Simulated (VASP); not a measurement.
Ta2N, 3 atoms in the cell. It takes space group P-3m1 (No. 164, trigonal). Conventional cell: a = 3.113 Å, b = 3.113 Å, c = 4.870 Å, α = 90.00°, β = 90.00°, γ = 120.00°. Ta (site symmetry 3m) has 3 N at 2.18 Å as nearest neighbours. Around N (site symmetry -3m) lie 6 Ta at 2.18 Å. The cell comes from a database or a generator and needn't be the stable form of this composition.

```yaml
Program: VASP 6.6.1
Task: electric field gradients
Functional: PBE
Potentials_or_basis: VASP PAW PBE potentials, release 64 (Ta_pv, N)
Cutoff: 520 eV
k_mesh: 10 × 10 × 6
Occupations: gaussian, width 0.02 eV
Spin: no spin polarisation
Further_INCAR_settings: ALGO = Fast; EDIFF = 1e-08
```

Potentials or basis: VASP PAW PBE potentials, release 64 (Ta_pv, N).

Launch:

```console
$ cat potpaw_PBE.64/Ta_pv/POTCAR potpaw_PBE.64/N/POTCAR > POTCAR
$ mpirun -np 1 vasp_std > vasp.out
```

Hardware: 1 thread of Intel(R) Xeon(R) Platinum 8488C (Sapphire Rapids), on a shared host.

Question: Estimate the wall time of this run.

Answer: It took 43 s on 1 thread of Intel(R) Xeon(R) Platinum 8488C (Sapphire Rapids), on a shared host, peak memory 0.18 GiB. Counts: scf iterations 24, k points 72.
